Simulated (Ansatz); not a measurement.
The cell comes from COD entry 9012192, which wasn't checked; take it as a given geometry. The listed cell was then made from it by scaling, straining or moving an atom.

WS₂: DFT, LDA, all-electron LAPW, scalar-relativistic (Ansatz 0.2.0). What sets it apart from a plain run of this crystal: equal xy, yz and zx engineering shear strains of -3 %.

Command: `ansatz run input.yaml --threads 1 --pin off --max-ram 6144MiB --backend cpu --events-out ev --progress --plain --runs-dir out` The run took 11 min on 1 thread of Intel(R) Xeon(R) 6975P-C (Granite Rapids) (shared host), peak memory 4.5 GiB.

```yaml
crystal:
  lattice:
    - [1.4728758898, 0.7955013411, 6.1259704498]
    - [-1.6851248788, 0.8428713527, 6.1733404613]
    - [-0.0651008611, -1.9157225438, 6.1906790889]
  atoms:
    - { symbol: W, position: [0.0, 0.0, 0.0] }
    - { symbol: S, position: [0.7503, 0.7503, 0.7503] }
    - { symbol: S, position: [0.581, 0.581, 0.581] }
kpoints:
  mp_grid: { grid: [13, 13, 13] }
  band_path:
    path:
      - [0.0, 0.0, 0.0]
      - [0.0, 0.0, -0.5]
      - [0.5, 0.5, 0.5]
      - [0.0, 0.0, 0.0]
      - [0.0, -0.5, 0.0]
      - [0.5, 0.0, 0.0]
      - [0.0, 0.0, 0.0]
      - [0.5, 0.0, 0.5]
      - [0.0, -0.5, -0.5]
    npoints: 5
scf:
  occupations: { method: fermi_dirac, width: 0.08 }
hamiltonian:
  xc: lda
  pseudopotentials: { kind: all_electron, lapw: { basis_error: 0.0005 } }
output:
  forces: true
  stress: true
  eigenvalues: true
```

Output (standing set-up lines are left out):

```
LAPW: plane waves up to 9.453 Å⁻¹, error target 5.0e-4 eV per atom; small_component_spin mean_spin; S in spheres of 1.004 Å, 14 of its electrons in bands, Dirac shells []; W in spheres of 1.321 Å, 44 of its electrons in bands, Dirac shells []
Crystal: 3 atoms, lattice volume = 53.195 Å³
Basis set: ecut = 340.45413606145684 eV, 769 PW (Γ), FFT grids on a1−a3, −a1+a2, a1, exchange–correlation at level 2
Symmetry: 1 space group operations
Space group: P1 (ITA 1), of the structure as read, at distance tolerance 3.8e-5 Å
k-points: 1099 of 2197 (time reversal used)
iter 1 solved again at ethr=1.27e-3 eV; its pass at ethr=1.00e-1 eV (dr2=9.13e-1 eV) is discarded
SCF iter   1: F=—  HF=-460610.992688 eV  |F-HF|=—  |Δ(HF+E_count)|=         —  Δρ=3.89e-2  dr2=9.15e-1  ethr=1.27e-3  ⟨swp⟩=2.0  Hψ=311728  notcnv=0
preconditioner: auto → Resta (q_TF=auto, 2.869 Å⁻¹)  ε∞=2.9  [insulator: Δε(μ)=0.956 eV  Ē_g=21.048 eV  σ=0.080 eV  W_gap=0.99  n_scr=26 (ndim 8)  ℏωp=28.8 eV  f_vac=0.131  D(μ)=0.00/eV (n_scr^D=0)  ε∞_Penn≈2.9]
SCF iter   2: F=—  HF=-460610.666293 eV  |F-HF|=—  |Δ(HF+E_count)|=   3.26e-1  Δρ=1.81e-2  dr2=4.13e-1  ethr=1.27e-3  ⟨swp⟩=2.5  Hψ=144532  notcnv=0
SCF iter   3: F=—  HF=-460610.596410 eV  |F-HF|=—  |Δ(HF+E_count)|=   6.99e-2  Δρ=1.28e-2  dr2=1.02e-1  ethr=5.74e-4  ⟨swp⟩=2.4  Hψ=141118  notcnv=0
iter 4 solved again at ethr=9.53e-6 eV; its pass at ethr=1.42e-4 eV (dr2=6.86e-3 eV) is discarded
SCF iter   4: F=—  HF=-460610.564450 eV  |F-HF|=—  |Δ(HF+E_count)|=   3.20e-2  Δρ=3.64e-3  dr2=6.85e-3  ethr=9.53e-6  ⟨swp⟩=2.0  Hψ=237860  notcnv=0
SCF iter   5: F=—  HF=-460610.563906 eV  |F-HF|=—  |Δ(HF+E_count)|=         —  Δρ=5.91e-4  dr2=2.37e-4  ethr=9.52e-6  ⟨swp⟩=2.0  Hψ=135232  notcnv=0
the basis was enlarged: its passes take 383.7 KiB over the memory plan, 1 of 1 planned eigensolver slots
SCF iter   6: F=—  HF=-460610.563895 eV  |F-HF|=—  |Δ(HF+E_count)|=   1.09e-5  Δρ=2.50e-4  dr2=5.62e-5  ethr=3.30e-7  ⟨swp⟩=2.8  Hψ=136379  notcnv=0
SCF iter   7: F=—  HF=-460610.563867 eV  |F-HF|=—  |Δ(HF+E_count)|=   2.80e-5  Δρ=7.60e-5  dr2=3.50e-6  ethr=7.81e-8  ⟨swp⟩=2.0  Hψ=135243  notcnv=0
SCF iter   8: F=—  HF=-460610.563868 eV  |F-HF|=—  |Δ(HF+E_count)|=   5.59e-7  Δρ=3.25e-5  dr2=7.93e-7  ethr=4.86e-9  ⟨swp⟩=2.4  Hψ=135852  notcnv=0
SCF iter   9: F=—  HF=-460610.563868 eV  |F-HF|=—  |Δ(HF+E_count)|=   1.75e-7  Δρ=1.04e-5  dr2=1.51e-7  ethr=1.10e-9  ⟨swp⟩=3.0  Hψ=140369  notcnv=0
SCF iter  10: F=-460610.563868 eV  HF=-460610.563868 eV  |F-HF|=4.07e-10  |Δ(HF+E_count)|=   3.39e-8  Δρ=4.20e-6  dr2=1.23e-8  ethr=2.09e-10  ⟨swp⟩=2.0  Hψ=135268  notcnv=0
SCF 1 converged in 10 iterations: F = -460610.563868 eV  dr2 = 1.23e-8
NSCF: frozen V_eff on 41 k-points
SCF converged after 10 iterations
Free energy (F): -460610.563868 eV
Harris-Foulkes:  -460610.563868 eV  (|F-HF|=4.07e-10)
Internal energy: -460610.563826 eV  (E = F + TS)
E sigma→0 (E₀):  -460610.563847 eV
Entropy (-TS):   -0.000041 eV (-0.014 meV/atom)
Fermi energy:    14.498737 eV
--- Per-component energies (eV) ---
  E_band       = -7347.830155
  E_kinetic    = 513203.700575
  E_xc         = -9906.614552
  E_electrostatic = -963907.649849  (all electrons and nuclei)
  E_smearing   = -0.000041  (= −TS)
  E_closure    = 0.000000  (closes the sum)
  E_atoms      = -460585.883651  (free atoms, spherical and without spin; not in F)
  Σ components = -460610.563868   (vs F -460610.563868, Δ=0.00e0)
  Basis errors (estimates in eV, not in F): energy 2.2e-4 per atom: plane waves 2.0e-4 (1.2e-4 summed), levels above the bands 2.9e-50, relativity 8.4e-9, radial functions 2.1e-5, core shells 8.4e-8; eigenvalues (radial functions only) 4.4e-7; not estimated: angular momenta, meshes, grids; target (lapw.basis_error) 5.0e-4; muffin-tin radii S 1.004 Å, W 1.321 Å
--- Forces (eV/Å), atoms counted from 1 ---
  atom   1  W     -0.31839671    -0.05427168    -0.66044585
  atom   2  S      0.63925708     0.49716014     0.11950440
  atom   3  S     -0.32086225    -0.44288880     0.54092362
  max |Σ_I F_I| component: 1.78e-5 eV/Å
--- Stress (GPa, compression-positive) ---
       -3.060996       3.368502       4.907343
        3.368502      -3.379434       4.682056
        4.907343       4.682056      -2.771823
  P = ⅓ Tr σ = -3.0708 GPa (-30.708 kbar)
--- Band table (eV; the first three rows and the last of 1099) ---
  k-point 0: bands = ["-403.5495", "-403.5484", "-403.5318", "-219.1577", "-219.1513", "-219.1398", "-219.1379", "-219.1279", "-190.9529", "-190.9475", "-136.6667", "-136.6631", "-136.6622", "-136.6574", "-136.6260", "-136.6140", "-60.4514", "-24.7625", "-24.5936", "-24.5488", "-14.7601", "-14.7591", "-14.7446", "-14.7383", "-14.7298", "-14.7293", "-14.7236", "-1.5272", "0.4947", "6.4116", "10.3506", "10.7082", "11.7279", "11.8280", "12.5600", "12.8854", "16.1219", "16.2761", "16.4899", "16.8458", "18.7270", "21.7824", "22.4061", "23.6819"]
  k-point 1: bands = ["-403.5495", "-403.5484", "-403.5318", "-219.1577", "-219.1513", "-219.1398", "-219.1379", "-219.1279", "-190.9529", "-190.9475", "-136.6667", "-136.6631", "-136.6622", "-136.6574", "-136.6260", "-136.6140", "-60.4503", "-24.7586", "-24.6058", "-24.5632", "-14.7598", "-14.7591", "-14.7442", "-14.7384", "-14.7297", "-14.7293", "-14.7243", "-1.4249", "0.5251", "6.5365", "10.2151", "10.6777", "11.3853", "11.6264", "12.6795", "12.9279", "16.1243", "16.2563", "16.3096", "16.7686", "19.1907", "22.1633", "22.4905", "23.7112"]
  k-point 2: bands = ["-403.5495", "-403.5484", "-403.5318", "-219.1577", "-219.1513", "-219.1398", "-219.1379", "-219.1279", "-190.9529", "-190.9475", "-136.6667", "-136.6631", "-136.6622", "-136.6574", "-136.6260", "-136.6140", "-60.4473", "-24.7478", "-24.6540", "-24.5884", "-14.7593", "-14.7589", "-14.7433", "-14.7386", "-14.7301", "-14.7291", "-14.7258", "-1.1303", "0.6125", "6.8828", "9.6492", "10.6296", "10.9129", "11.2888", "12.6214", "12.8892", "15.6387", "16.1720", "16.4531", "16.9538", "20.1733", "22.3994", "22.9551", "23.6650"]
  k-point 1098: bands = ["-403.5495", "-403.5484", "-403.5318", "-219.1577", "-219.1513", "-219.1398", "-219.1379", "-219.1279", "-190.9529", "-190.9475", "-136.6667", "-136.6631", "-136.6622", "-136.6574", "-136.6260", "-136.6140", "-60.4310", "-24.9317", "-24.6907", "-24.6847", "-14.7614", "-14.7547", "-14.7436", "-14.7373", "-14.7360", "-14.7304", "-14.7224", "0.8147", "1.1250", "6.8347", "8.1684", "8.9425", "9.7655", "11.4261", "12.1121", "12.5142", "16.3038", "16.6404", "17.5340", "17.8557", "18.5146", "20.3454", "21.4774", "23.7059"]
```
